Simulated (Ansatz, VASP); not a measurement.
# Two plane-wave programs on HfO2

```
CELL_PARAMETERS angstrom
0.00000 2.55750 2.55750
2.55750 0.00000 2.55750
2.55750 2.55750 0.00000
ATOMIC_POSITIONS crystal
Hf 0.00000 0.00000 0.00000
O 0.25000 0.25000 0.25000
O 0.75000 0.75000 0.75000
```

Measurements of this composition are mostly on another form, of space group No. 14.

Alike in both runs: task relaxation of cell and atoms; functional r2SCAN; k mesh 6 × 6 × 6; occupations gaussian, width 0.1 eV; no spin polarisation.

|  | VASP | Ansatz |
| --- | --- | --- |
| version | VASP 6.6.1 | Ansatz 0.2.0 |
| potentials or method | VASP PAW PBE potentials, release 64 (Hf_pv, O) | scalar-relativistic, plane waves, PAW |
| plane-wave cutoff (eV) | 600 | 500 |
| valence electrons in the cell | 22 | 38 |

```csv
,VASP,Ansatz,Ansatz less VASP
"gap on the k mesh at the Fermi level, each at its own relaxed structure (eV)",4.36,4.30,-0.059
relaxed volume (Å³/atom),10.63,10.79,+0.164
relaxed cell length with the largest relative difference (Å),3.559,3.577,+0.0182
energy change over the relaxation (meV/atom),-21,-10,+11.5
```

The two sets of potentials don't hold the same shells in valence.

Caveats: the PAW data sets were made with another functional, which shifts forces and pressure a little (VASP); spin-orbit coupling is left out, which moves the levels of the heavy elements; the relaxation stopped at a loose force limit of 0.05 eV/Å, so its end isn't a converged minimum. r2SCAN opens gaps a little over a GGA but as a rule still falls short of measured ones. A k mesh can miss the band edges.
